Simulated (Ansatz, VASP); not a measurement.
**One calculation of Ca, two programs**

The input INCAR:

```
PREC = Accurate
ENCUT = 520
EDIFF = 1E-6
ISMEAR = 0
SIGMA = 0.1
LREAL = F
LASPH = T
NELM = 100
ALGO = Normal
ISIF = 2
LWAVE = F
LCHARG = F
GGA = CA
NBANDS = 11
```

The input KPOINTS:

```
Automatic mesh
0
Gamma
  6 6 6
```

POSCAR

```
Ca
1.0
   -2.2400000000      2.2400000000      2.2400000000
    2.2400000000     -2.2400000000      2.2400000000
    2.2400000000      2.2400000000     -2.2400000000
Ca
1
Direct
    0.0000000000      0.0000000000      0.0000000000
```

Input for Ansatz:

```yaml
crystal:
  lattice:
    - [-2.24, 2.24, 2.24]
    - [2.24, -2.24, 2.24]
    - [2.24, 2.24, -2.24]
  atoms:
    - { symbol: Ca, position: [0.0, 0.0, 0.0] }
basis:
  ecutwfc: 420
kpoints:
  mp_grid: { grid: [6, 6, 6] }
hamiltonian:
  xc: lda
scf:
  occupations: { method: gaussian, width: 0.1 }
output:
  forces: true
  stress: true
  eigenvalues: true
```

This isn't the form of Ca at room conditions, which is fcc.

Alike in both runs: task single point; functional LDA; k mesh 6 × 6 × 6; occupations gaussian, width 0.1 eV; no spin polarisation.

|  | VASP | Ansatz |
| --- | --- | --- |
| version | VASP 6.6.1 | Ansatz 0.2.0 |
| potentials or method | VASP PAW LDA potentials, release 64 (Ca_sv) | scalar-relativistic, plane waves, PAW |
| plane-wave cutoff (eV) | 520 | 420 |
| valence electrons in the cell | 10 | 10 |

```csv
,VASP,Ansatz,Ansatz less VASP
gap on the k mesh at the Fermi level (eV),none,none,-
pressure (GPa),-2.4,-2.4,+0.02
```

A gap of «none» marks a metal or a gap that the smearing closes.
